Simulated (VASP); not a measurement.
# MoS2 in VASP: a series of runs

One slab, MoS2, is run at these levels: PBEsol; tasks: single point.

Everything below comes from runs of VASP 6.6.1. Logs are shortened: lines on timing, memory, paths and dates and some standing lists are left out, and cuts for length are marked.

### Step 1. Starting point

The cell holds a slab with vacuum, 3 atoms: a = 3.169 Å, b = 3.169 Å, c = 21.130 Å, α = 90.00°, β = 90.00°, γ = 120.00°.

### Step 2. Single point, PBEsol

Contents of INCAR:

```
PREC = Accurate
ENCUT = 650
EDIFF = 1E-7
ISMEAR = 0
SIGMA = 0.05
LREAL = F
LASPH = T
NELM = 120
ALGO = Normal
ISIF = 2
LWAVE = F
LCHARG = F
LDIPOL = T
IDIPOL = 3
DIPOL = 0.5 0.5 0.500
GGA = PS
NBANDS = 24
LVHAR = T
LVACPOTAV = T
```

Contents of KPOINTS:

```
regular mesh
0
Gamma
  10 10 1
```

Contents of POSCAR:

```
MoS2
1.0
    3.1690000000      0.0000000000      0.0000000000
   -1.5845000000      2.7444345000      0.0000000000
    0.0000000000      0.0000000000     21.1302960000
S Mo
2 1
Direct
    0.3333333333      0.6666666667      0.4259287234
    0.3333333333      0.6666666667      0.5740712766
    0.6666666667      0.3333333333      0.5000000000
```

Potentials or basis: VASP PAW PBE potentials, release 64 (S, Mo_sv).

The run is started by

```sh
$ cat potpaw_PBE.64/S/POTCAR potpaw_PBE.64/Mo_sv/POTCAR > POTCAR
$ mpirun -np 1 vasp_std > vasp.out
```

OUTCAR:

```text
PREC = Accurate
   ENCUT = 650
   EDIFF = 1E-7
   ISMEAR = 0
   LREAL = F
   LASPH = T
   NELM = 120
   ISIF = 2
   GGA = PS

 Found     14 irreducible k-points:

 Following reciprocal coordinates:
            Coordinates               Weight
  0.000000  0.000000  0.000000      1.000000
  0.100000 -0.000000  0.000000      6.000000
  0.200000 -0.000000  0.000000      6.000000
  0.300000  0.000000  0.000000      6.000000
  0.400000 -0.000000  0.000000      6.000000
  0.500000  0.000000  0.000000      3.000000
   k-points           NKPTS =     14   k-points in BZ     NKDIM =     14   number of bands    NBANDS=     24
   number of dos      NEDOS =    301   number of ions     NIONS =      3
   total plane-waves  NPLWV = 141120
   dimension x,y,z NGX =    28 NGY =   28 NGZ =  180
   dimension x,y,z NGXF=    56 NGYF=   56 NGZF=  360
   ions per type =               2   1
   NGX,Y,Z   is equivalent  to a cutoff of  14.69, 14.69, 14.16 a.u.
   NGXF,Y,Z  is equivalent  to a cutoff of  29.38, 29.38, 28.32 a.u.
 SYSTEM =  unknown system
   PREC   = accura    normal or accurate (medium, high low for compatibility)
   ISTART =      0    job   : 0-new  1-cont  2-samecut
   ICHARG =      2    charge: 1-file 2-atom 10-const
   ISPIN  =      1    spin polarized calculation?
   LNONCOLLINEAR =      F non collinear calculations
   LSORBIT =      F    spin-orbit coupling
   LASPH  =      T    aspherical Exc in radial PAW
   ENCUT  =  650.0 eV  47.77 Ry    6.91 a.u.   6.59  6.59 43.93*2*pi/ulx,y,z
   NELM   =    120;   NELMIN=  2; NELMDL= -5     # of ELM steps
   EDIFF  = 0.1E-06   stopping-criterion for ELM
   LREAL  =      F    real-space projection
   EDIFFG = 0.1E-05   stopping-criterion for IOM
   NSW    =      0    number of steps for IOM
   IBRION =     -1    ionic relax: 0-MD 1-quasi-New 2-CG
   NFREE  =      0    steps in history (QN), initial steepest desc. (CG)
   ISIF   =      2    stress and relaxation
   ISYM   =      2    0-nonsym 1-usesym 2-fastsym
   POTIM  = 0.5000    time-step for ionic-motion
   TEBEG  =    0.0;   TEEND  =   0.0 temperature during run
   PSTRESS=    0.0 pullay stress
   NELECT =      26.0000    total number of electrons
   NUPDOWN=      -1.0000    fix difference up-down
   EMIN   =  10.00;   EMAX   =-10.00  energy-range for DOS
   EFERMI =   0.00;   METHOD = LEGACY
   ISMEAR =     0;   SIGMA  =   0.05  broadening in eV -4-tet -1-fermi 0-gaus
   EFERMI_NEDOS =   21; number of points for ismear=-14 and -15
   IALGO  =     38    algorithm
   IMIX   =      4    mixing-type and parameters
     AMIX     =   0.40;   BMIX     =  1.00
     AMIX_MAG =   1.60;   BMIX_MAG =  1.00
  volume/ion in A,a.u.               =      61.26       413.39
  Fermi-wavevector in a.u.,A,eV,Ry     =   0.853046  1.612023  9.900786  0.727687
  Thomas-Fermi vector in A             =   1.969428
   LORBIT       =      0    0 simple, 1 ext, 2 COOP (PROOUT), +10 PAW based schemes
   GGA     = PS    functional components
   LHFCALC =     F    Hartree Fock is set to
   AEXX    =    0.0000 exact exchange contribution
   IVDW    =     0    specifies the selected vdW correction
   LEPSILON=     F    determine dielectric tensor
   LRPA    =     F    only Hartree local field effects (RPA)
 non-spin polarized calculation
 Gauss-broadening in eV      SIGMA  =   0.05
  energy-cutoff  :      650.00
  volume of cell :      183.77
 maximum number of plane-waves:      7023
 NGX is ok and might be reduce to    28
   NGX = 13   NGY = 13   NGZ = 87

 dipolmoment           0.000000      0.000000      0.000000 electrons x Angstroem

 number of electron      26.0000000 magnetization

 dipolmoment           0.000000      0.000000     -0.000000 electrons x Angstroem

 Free energy of the ion-electron system (eV)
  ---------------------------------------------------
  ext. energy  EPLUGINS =         0.00000000
  ---------------------------------------------------
  free energy    TOTEN  =       -23.41395550 eV

  energy without entropy =      -23.41395550  energy(sigma->0) =      -23.41395550

 E-fermi :  -1.8648     XC(G=0):  -3.6423

 val. band max:       -2.2869092689   @ k =   0.0000   0.0000   0.0000
 cond. band min:      -0.3806181000   @ k =   0.3000   0.3000   0.0000
 fundamental gap:      1.9062911689
 Fermi energy:        -1.8647771363

 k-point     1 :       0.0000    0.0000    0.0000
  band No.  band energies     occupation
      1     -62.9869      2.00000
      2     -37.1745      2.00000
      3     -36.9438      2.00000
      4     -36.9438      2.00000
      5     -16.3447      2.00000
      6     -15.0278      2.00000
[... 16 lines left out ...]
     23       5.9985      0.00000
     24       6.7886      0.00000

 k-point     2 :       0.1000   -0.0000    0.0000
  band No.  band energies     occupation
      1     -62.9831      2.00000
      2     -37.1670      2.00000
      3     -36.9822      2.00000
      4     -36.9525      2.00000
      5     -16.1939      2.00000
      6     -14.9651      2.00000
[... 16 lines left out ...]
     23       6.1943      0.00000
     24       7.4306      0.00000

 k-point     3 :       0.2000   -0.0000    0.0000
  band No.  band energies     occupation
      1     -62.9731      2.00000
      2     -37.1473      2.00000
      3     -37.0817      2.00000
      4     -36.9753      2.00000
      5     -15.7750      2.00000
      6     -14.7914      2.00000
[... 16 lines left out ...]
     23       6.8434      0.00000
     24       7.4607      0.00000

 k-point     4 :       0.3000    0.0000    0.0000
  band No.  band energies     occupation
      1     -62.9607      2.00000
      2     -37.2027      2.00000
      3     -37.1228      2.00000
      4     -37.0033      2.00000
      5     -15.1934      2.00000
      6     -14.5539      2.00000
[... 16 lines left out ...]
     23       6.9304      0.00000
     24       6.9668      0.00000

 k-point     5 :       0.4000   -0.0000    0.0000
  band No.  band energies     occupation
      1     -62.9506      2.00000
      2     -37.2989      2.00000
      3     -37.1029      2.00000
      4     -37.0258      2.00000
      5     -14.6443      2.00000
      6     -14.3378      2.00000
[... 16 lines left out ...]
     23       7.5396      0.00000
     24       7.7066      0.00000

 k-point     6 :       0.5000    0.0000    0.0000
  band No.  band energies     occupation
      1     -62.9468      2.00000
      2     -37.3352      2.00000
      3     -37.0953      2.00000
      4     -37.0344      2.00000
      5     -14.4067      2.00000
      6     -14.2480      2.00000
[... 16 lines left out ...]
     23       8.1617      0.00000
     24       8.5356      0.00000

 [... further k-points ...]

------------------------ aborting loop because EDIFF is reached ----------------------------------------

  FORCE on cell =-STRESS in cart. coord.  units (eV):
  Direction    XX          YY          ZZ          XY          YZ          ZX
  --------------------------------------------------------------------------------------
  -------------------------------------------------------------------------------------
  Total       -1.1541894     -1.1541894     -0.9881383      0.0000000      0.0000000      0.0000000
  in kB      -10.0625248    -10.0625248     -8.6148480      0.0000000      0.0000000      0.0000000
  external PRESSURE =      -9.5799659 kB  Pullay stress =       0.0000000 kB

 VOLUME and BASIS-vectors are now :
 -----------------------------------------------------------------------------
  energy-cutoff  :      650.00
  volume of cell :      183.77
      direct lattice vectors                 reciprocal lattice vectors
     3.169000000  0.000000000  0.000000000     0.315556958  0.182186895  0.000000000
    -1.584500000  2.744434500  0.000000000     0.000000000  0.364373790  0.000000000
     0.000000000  0.000000000 21.130296000     0.000000000  0.000000000  0.047325414

 POSITION                                       TOTAL-FORCE (eV/Angst)
 -----------------------------------------------------------------------------------
     -0.00000      1.82962      9.00000         0.000000      0.000000      0.311845
     -0.00000      1.82962     12.13030         0.000000      0.000000     -0.311845
      1.58450      0.91481     10.56515        -0.000000      0.000000      0.000000
 -----------------------------------------------------------------------------------
    total drift:                               -0.000000      0.000000     -0.000000

  FREE ENERGIE OF THE ION-ELECTRON SYSTEM (eV)
  ---------------------------------------------------
  free  energy   TOTEN  =       -23.4139554978 eV

  energy  without entropy=      -23.4139554978  energy(sigma->0) =      -23.41395550

 vacuum level on the upper side and lower side of the slab         3.703         3.703
```

It took 92 s on 1 thread of Intel Xeon 6975P-C (Granite Rapids), shared host; peak memory 0.41 GiB.

These settings aren't checked as converged: the numbers below hold their error.

Results:

| Property | Result |
| --- | --- |
| Free energy | -23.4140 eV |
| Largest force | 0.312 eV/Å |
| Band gap on the k mesh | 1.91 eV, indirect (least direct gap 1.99 eV) |
| Ionisation potential of the upper face | 5.99 eV |

Caveat: the PAW data sets were made with another functional, which shifts forces and pressure a little.

### Step 3. Single point, PBEsol

Changes to INCAR since step 2:

```diff
@@ -1,3 +1,3 @@
 PREC = Accurate
-ENCUT = 650
+ENCUT = 750
 EDIFF = 1E-7
```

KPOINTS is that of step 2.

POSCAR is that of step 2.

Potentials or basis: VASP PAW PBE potentials, release 64 (S, Mo_sv).

The run is started by

```sh
$ cat potpaw_PBE.64/S/POTCAR potpaw_PBE.64/Mo_sv/POTCAR > POTCAR
$ mpirun -np 1 vasp_std > vasp.out
```

OUTCAR:

```text
PREC = Accurate
   ENCUT = 750
   EDIFF = 1E-7
   ISMEAR = 0
   LREAL = F
   LASPH = T
   NELM = 120
   ISIF = 2
   GGA = PS

 Found     14 irreducible k-points:

 Following reciprocal coordinates:
            Coordinates               Weight
  0.000000  0.000000  0.000000      1.000000
  0.100000 -0.000000  0.000000      6.000000
  0.200000 -0.000000  0.000000      6.000000
  0.300000  0.000000  0.000000      6.000000
  0.400000 -0.000000  0.000000      6.000000
  0.500000  0.000000  0.000000      3.000000
   k-points           NKPTS =     14   k-points in BZ     NKDIM =     14   number of bands    NBANDS=     24
   number of dos      NEDOS =    301   number of ions     NIONS =      3
   total plane-waves  NPLWV = 150528
   dimension x,y,z NGX =    28 NGY =   28 NGZ =  192
   dimension x,y,z NGXF=    56 NGYF=   56 NGZF=  384
   ions per type =               2   1
   NGX,Y,Z   is equivalent  to a cutoff of  14.69, 14.69, 15.11 a.u.
   NGXF,Y,Z  is equivalent  to a cutoff of  29.38, 29.38, 30.21 a.u.
 SYSTEM =  unknown system
   PREC   = accura    normal or accurate (medium, high low for compatibility)
   ISTART =      0    job   : 0-new  1-cont  2-samecut
   ICHARG =      2    charge: 1-file 2-atom 10-const
   ISPIN  =      1    spin polarized calculation?
   LNONCOLLINEAR =      F non collinear calculations
   LSORBIT =      F    spin-orbit coupling
   LASPH  =      T    aspherical Exc in radial PAW
[... 59 lines left out ...]

 k-point     1 :       0.0000    0.0000    0.0000
  band No.  band energies     occupation
      1     -62.9871      2.00000
      2     -37.1748      2.00000
      3     -36.9440      2.00000
      4     -36.9440      2.00000
      5     -16.3448      2.00000
      6     -15.0279      2.00000
[... 151 lines left out ...]
     23       8.1614      0.00000
     24       8.5356      0.00000

 [... further k-points ...]

------------------------ aborting loop because EDIFF is reached ----------------------------------------

  FORCE on cell =-STRESS in cart. coord.  units (eV):
  Direction    XX          YY          ZZ          XY          YZ          ZX
  --------------------------------------------------------------------------------------
  -------------------------------------------------------------------------------------
  Total       -1.1476298     -1.1476298     -0.9815737     -0.0000000      0.0000000      0.0000000
  in kB      -10.0053369    -10.0053369     -8.5576163     -0.0000000      0.0000000      0.0000000
  external PRESSURE =      -9.5227633 kB  Pullay stress =       0.0000000 kB

 VOLUME and BASIS-vectors are now :
 -----------------------------------------------------------------------------
  energy-cutoff  :      750.00
  volume of cell :      183.77
      direct lattice vectors                 reciprocal lattice vectors
     3.169000000  0.000000000  0.000000000     0.315556958  0.182186895  0.000000000
    -1.584500000  2.744434500  0.000000000     0.000000000  0.364373790  0.000000000
     0.000000000  0.000000000 21.130296000     0.000000000  0.000000000  0.047325414

 POSITION                                       TOTAL-FORCE (eV/Angst)
 -----------------------------------------------------------------------------------
     -0.00000      1.82962      9.00000         0.000000      0.000000      0.312127
     -0.00000      1.82962     12.13030         0.000000      0.000000     -0.312127
      1.58450      0.91481     10.56515        -0.000000      0.000000      0.000000
 -----------------------------------------------------------------------------------
    total drift:                               -0.000000      0.000000      0.000000

  FREE ENERGIE OF THE ION-ELECTRON SYSTEM (eV)
  ---------------------------------------------------
  free  energy   TOTEN  =       -23.4141327539 eV

  energy  without entropy=      -23.4141327539  energy(sigma->0) =      -23.41413275

 vacuum level on the upper side and lower side of the slab         3.703         3.703
```

stdout:

```text
POSCAR found type information on POSCAR S Mo
 POSCAR found :  2 types and       3 ions
 scaLAPACK will be used
 -----------------------------------------------------------------------------
[... 23 lines left out ...]
|     Did not find any points to average over, which means that no vacuum     |
|     field-free region was found. Please increase the size of  your cell     |
|     in the dimension of the dipole correction to obtain accurate            |
|     workfunction values.                                                    |
|                                                                             |
 -----------------------------------------------------------------------------
```

Wall time 98 s (1 thread of Intel Xeon 6975P-C (Granite Rapids), shared host); peak memory 0.43 GiB.

The run converged, but some of its settings lie outside the range that counts as converged, so its numbers aren't taken as properties of the slab.

What came out:

```yaml
Free_energy: -23.4141 eV
Largest_force: 0.312 eV/Å
Band_gap_on_the_k_mesh: 1.91 eV, indirect (least direct gap 1.99 eV)
Ionisation_potential_of_the_upper_face: 5.99 eV
```

Caveat: the PAW data sets were made with another functional, which shifts forces and pressure a little.

### Step 4. Single point, PBEsol

This run uses another cell than the first one, of 43.86 Å³/atom, 0.716 times its volume.

Changes to INCAR since step 3:

```diff
@@ -1,3 +1,3 @@
 PREC = Accurate
-ENCUT = 750
+ENCUT = 280
 EDIFF = 1E-7
```

Contents of KPOINTS:

```
regular mesh
0
Gamma
  3 3 1
```

Contents of POSCAR:

```
MoS2
1.0
    3.1690000000      0.0000000000      0.0000000000
   -1.5845000000      2.7444345000      0.0000000000
    0.0000000000      0.0000000000     15.1302960000
S Mo
2 1
Direct
    0.3333333333      0.6666666667      0.3965553615
    0.3333333333      0.6666666667      0.6034446385
    0.6666666667      0.3333333333      0.5000000000
```

The run is started by

```sh
$ cat potpaw_PBE.64/S/POTCAR potpaw_PBE.64/Mo_sv/POTCAR > POTCAR
$ mpirun -np 1 vasp_std > vasp.out
```

It took 6.1 s on 1 thread of Intel Xeon 6975P-C (Granite Rapids), shared host; peak memory 0.16 GiB.

The run converged, but some of its settings lie outside the range that counts as converged, so its numbers aren't taken as properties of the slab.

What came out:

* Free energy: -23.4319 eV
* Largest force: 0.469 eV/Å
* Band gap on the k mesh: 1.69 eV, direct
* Ionisation potential of the upper face: 5.88 eV

Caveat: the k mesh is coarse (spacing up to 0.76 Å⁻¹), so the values aren't converged; the cutoff is under 1.25 times the usual one of these potentials, so pressure, stress and relaxed cells hold a basis-set (Pulay) error; the PAW data sets were made with another functional, which shifts forces and pressure a little.

(Part 1 of 2 ends here.)
